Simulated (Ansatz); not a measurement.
## Field gradients against strain in AgCl

```xyz
2
Lattice="3.4340 0.0000 0.0000 0.0000 3.4340 0.0000 0.0000 0.0000 3.4340" Properties=species:S:1:pos:R:3 pbc="T T T"
Ag    0.0000    0.0000    0.0000
Cl    1.7170    1.7170    1.7170
```

Atom numbers follow the list: Ag1, Cl2.

The cell is the one relaxed in the Materials Project (mp-726265), not relaxed further here; entries there can be hypothetical.

Theory: Ansatz 0.2.0, DFT, PBE, all-electron PAW with datasets made for the crystal, scalar-relativistic.

The runs use a Γ-centred 9×9×9 k mesh, Fermi–Dirac smearing of 0.01 eV, cutoff 260 eV (chosen by the program for this cell), no spin polarisation.

The strain is applied along the Cartesian axes of the cell as listed (γ is the engineering shear, twice εxy = εyz = εzx). Fractional coordinates are held (clamped ions).

The columns are Cartesian components of the electric field gradient at the nuclei, in 10²¹ V/m².

Spin–orbit coupling is left out, which moves gradients at and beside heavy atoms by some per cent and at worst by a factor of two.

Only quantities that a quadratic follows smoothly over the whole series are listed; rougher ones are left out.

```
      γ  Vxy at Ag1  Vxy at Cl2
-0.0300       -0.63        1.10
-0.0200       -0.42        0.72
-0.0100       -0.20        0.35
 0.0000        0.00        0.00
 0.0200        0.38       -0.66
 0.0300        0.56       -0.97
```

(1) Fit the series and give the gradient–strain slopes.

(2) One run, at γ = 0.0100, is withheld. Predict its row.

## Answers

(1) Least-squares fits y = p0 + p1 x + p2 x² to the rows give Vxy at Ag1: p1 = 19.9, p2 = -40; Vxy at Cl2: p1 = -34.5, p2 = 73. The slopes p1 are in 10²¹ V/m² per unit strain, for clamped ions.

(2) The fits give 0.19, -0.34; the run gave 0.20, -0.34.
